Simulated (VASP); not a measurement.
Runs of VASP 6.6.1 on GaAs. Symmetry: F-43m, No. 216, cubic system. The conventional cell has a = 5.654 Å, b = 5.654 Å, c = 5.654 Å, α = 90.00°, β = 90.00°, γ = 90.00°. As (site symmetry -43m) has 4 Ga at 2.45 Å as nearest neighbours. Around Ga (site symmetry -43m) lie 4 As at 2.45 Å. 

| task | level | cell | k mesh | cutoff (eV) | smearing | gap on the mesh (eV) | pressure (GPa) | relaxed volume (Å³/atom) |
| --- | --- | --- | --- | --- | --- | --- | --- | --- |
| relaxation of cell and atoms | SCAN | relaxed | 8 × 8 × 8 | 600 | gaussian 0.05 eV | 0.68 | 0.0 | (c) |
| relaxation of cell and atoms | r2SCAN | relaxed | 8 × 8 × 8 | 600 | gaussian 0.05 eV | 0.93 | 0.0 | 22.77 |
| single point | r2SCAN | as given | 8 × 8 × 8 | 520 | fermi-dirac 0.05 eV | (b) | 0.6 | - |
| relaxation of cell and atoms | r2SCAN+D4 | relaxed | 8 × 8 × 8 | 600 | gaussian 0.05 eV | 1.04 | 0.0 | (a) |

Alike in all rows: potentials or basis VASP PAW PBE potentials, release 64 (As, Ga_d); no spin polarisation.

Q: Fill in the values left out.

A: (a) 22.48; (b) 1.00; (c) 22.71.

Caveats: the PAW data sets were made with another functional, which shifts forces and pressure a little.

A k mesh can miss the band edges, and the runs leave out spin-orbit coupling on As, Ga.
